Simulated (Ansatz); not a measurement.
This TaSi₂ structure is the end of a relaxation. It was relaxed at this level from a cell as deposited in COD.

The calculation used DFT PBE, scalar-relativistic, plane waves, PAW (Ansatz). Cutoff 420 eV, Γ-centred mesh, Gaussian smearing, no spin polarisation.

```
Ta Si
1.0
     4.80616    0.00000    0.00000
    -2.40308    4.16226    0.00000
     0.00000    0.00000    6.59686
Ta Si
3 6
Direct
  0.50000 0.00000 0.00000
  0.50000 0.50000 0.66667
  0.00000 0.50000 0.33333
  0.15886 0.31773 0.00000
  0.84114 0.15886 0.66667
  0.68227 0.84114 0.33333
  0.84114 0.68227 0.00000
  0.15886 0.84114 0.66667
  0.31773 0.15886 0.33333
```

Energies over the elements count from the elements' standard structures at the same level, with no fitted energy shifts.

Task: What space group does it have?

Result: P6_422 (No. 181). Conventional cell: a = 4.806 Å, c = 6.597 Å. Around Ta lie 10 Si at 2.62–2.84 Å and 4 Ta at 3.26 Å; Si has 3 Si at 2.57–2.64 Å, 5 Ta at 2.62–2.84 Å, 2 Si at 2.84 Å, 2 Si at 3.18 Å and 2 Si at 3.34 Å.

Task: How far does it lie from the elements in energy?

Result: −0.48 eV/atom. It lies below the elements, which doesn't yet make it stable against other compounds or structures.

Task: Is it a metal?

Result: Yes, bands cross the Fermi level on the 12×12×6 mesh.

The last run used a 12×12×6 mesh (in the run's order of axes) for its 9-atom cell and Gaussian smearing of 0.10 eV. Spin–orbit coupling, which can matter for Ta, is left out. The cell is a metal run without spin; a magnetic state may lie lower. Symmetry constrained the relaxation, so the result can be a saddle point.
